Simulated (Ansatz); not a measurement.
LaAlO$_{3}$ (R-3c-perovskite type, space group R-3c)

```yaml
crystal:
  lattice:
    - [2.70622, 1.56244, 4.39751]
    - [-2.70622, 1.56244, 4.39751]
    - [0.00000, -3.12488, 4.39751]
  atoms:
    - { symbol: La, position: [0.25000, 0.25000, 0.25000] }
    - { symbol: La, position: [0.75000, 0.75000, 0.75000] }
    - { symbol: Al, position: [0.00000, 0.00000, 0.00000] }
    - { symbol: Al, position: [0.50000, 0.50000, 0.50000] }
    - { symbol: O, position: [0.78870, 0.71130, 0.25000] }
    - { symbol: O, position: [0.25000, 0.78870, 0.71130] }
    - { symbol: O, position: [0.71130, 0.25000, 0.78870] }
    - { symbol: O, position: [0.21130, 0.28870, 0.75000] }
    - { symbol: O, position: [0.75000, 0.21130, 0.28870] }
    - { symbol: O, position: [0.28870, 0.75000, 0.21130] }
```

Equation-of-state scan: isotropic scaling of the cell above, V₀ being its volume. The atoms relax within the cell's symmetry.

All values below come from PBE (plane waves to 420 eV, PAW, scalar-relativistic; Ansatz, a quantum-chemistry and plane-wave program). k mesh 8×8×8 (Γ-centred), Fermi-Dirac smearing 0.05 eV. Stress and pressure are positive under compression. LaAlO3 is run without spin polarisation. LaAlO3 was relaxed with its symmetry unable to fall. The PAW data are Ansatz's earlier set.

At one point of the scan the stress tensor (GPa) is:

```
   29.9      0.0      0.0
    0.0     29.9      0.0
    0.0      0.0     31.3
```

**Question.** Which point is it?
A) V/V₀ = 0.960
B) V/V₀ = 0.880
C) V/V₀ = 0.840
D) V/V₀ = 0.920

**Answer.** B, V/V₀ = 0.880

(Under strain, the slope of the energy per volume gives the stress and its curvature an elastic modulus.)
